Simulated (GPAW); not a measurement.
Here is a GPAW 26.7.0 calculation.

The input run.py:

```python
from ase.eos import EquationOfState
from ase.io import Trajectory, read
from ase.units import GPa
from gpaw import GPAW, PW

atoms = read('Sm.xyz')
atoms.set_initial_magnetic_moments([5.0])

traj = Trajectory('eos.traj', 'w')
volumes, energies = [], []
for x in [0.94, 0.96, 0.98, 1.0, 1.02, 1.04, 1.06]:
    a = atoms.copy()
    a.set_cell(atoms.cell * x**(1 / 3), scale_atoms=True)
    calc = GPAW(mode=PW(800),
                xc='PBE',
                kpts={'size': (10, 10, 10), 'gamma': True},
                occupations={'name': 'fermi-dirac', 'width': 0.05},
                nbands=19,
                convergence={'density': 1e-05, 'energy': 1e-05},
                maxiter=150,
                txt=f'eos-{x:.2f}.txt')
    a.calc = calc
    energies.append(a.get_potential_energy(force_consistent=True))
    volumes.append(a.get_volume())
    p = -a.get_stress()[:3].mean() / GPa
    calc.write(f'eos-{x:.2f}.gpw')
    traj.write(a)
    print(f'{x:.2f} {volumes[-1]:10.4f} A^3 {energies[-1]:14.6f} eV {p:9.3f} GPa', flush=True)

v0, e0, B = EquationOfState(volumes, energies, eos='birchmurnaghan').fit()
print(f'V0 = {v0:.4f} A^3, E0 = {e0:.6f} eV, B0 = {B / GPa:.2f} GPa')
```

The input Sm.xyz:

```xyz
1
Lattice="-1.8173030691 1.8173030691 2.5609871902 1.8173030691 -1.8173030691 2.5609871902 1.8173030691 1.8173030691 -2.5609871902" Properties=species:S:1:pos:R:3 pbc="T T T"
Sm     0.0000000000      0.0000000000      0.0000000000
```

Potentials or basis: GPAW PAW data sets (gpaw-data 1.2.1), pw.

Run with:

```sh
$ OMP_NUM_THREADS=1 python run.py
```

Task: What does it give for the bulk modulus at fixed shape and positions?

Result: 17.4 GPa (rough).

Task: Predict the equilibrium volume.

Result: 39.34 Å³/atom (rough: see the caveat).

Energy against volume, from the lowest point:
| volume (Å³/atom) | energy (meV/atom) |
| --- | --- |
| 31.802 | 83.55 |
| 32.478 | 63.89 |
| 33.155 | 46.73 |
| 33.832 | 31.91 |
| 34.508 | 19.27 |
| 35.185 | 8.67 |
| 35.861 | 0.00 |

Caveat: one-centre terms of the f shell are cut off; the magnetic or orbital state may not be the lowest; the minimum lies outside the volumes run; the cell was scaled at fixed shape and fractional positions, which overstates the stiffness of a crystal with free parameters, most of all of layers and chains. The state reached can hang on the start; a lower one may exist.
